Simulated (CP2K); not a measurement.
Ti under changes of volume

One of the cells (17.676 Å³/atom); the others are scaled copies at fixed shape and fractional positions:

```xyz
1
Lattice="2.8423 0.0000 0.0000 -0.9474 2.6797 0.0000 -0.9474 -1.3399 2.3207" Properties=species:S:1:pos:R:3 pbc="T T T"
Ti    0.0000    0.0000    0.0000
```

This isn't the form of Ti at room conditions, which is hcp.

| Quantity | Value |
| --- | --- |
| Program | CP2K 2026.2 |
| Functional | LDA |
| Potentials or basis | GTH_POTENTIALS Ti GTH-PADE-q12; TZVP-MOLOPT-PBE-GTH basis |
| Density cutoff | 6123 eV |
| k mesh | 11 × 11 × 11 |
| Occupations | fermi-dirac, width 0.1 eV |
| Spin | no spin polarisation |

| volume (Å³/atom) | energy over the lowest point (meV/atom) | pressure (GPa) |
| --- | --- | --- |
| 16.616 | 0.00 | -4.4 |
| 16.969 | 13.18 | -6.5 |
| 17.323 | ? | ? |
| 17.676 | 52.62 | -10.2 |
| 18.030 | 78.08 | -11.8 |
| 18.383 | 106.89 | -13.3 |
| 18.737 | 138.74 | -14.6 |

Problem. What does the run at 17.323 Å³/atom give?

Solution. Energy over the lowest point 30.86 meV/atom; pressure -8.5 GPa.

Worked out: A Birch-Murnaghan fit of order 3 (a polynomial in V^(-2/3)) to the other rows has no minimum within the range. It gives 30.89 meV/atom at 17.323 Å³/atom, against the run's 30.86, and -dE/dV = -9.0 GPa, against -8.5.

Energies are extrapolated to zero smearing.

Caveats: the basis of atomic orbitals isn't converged, which shifts pressures, moduli and gaps.
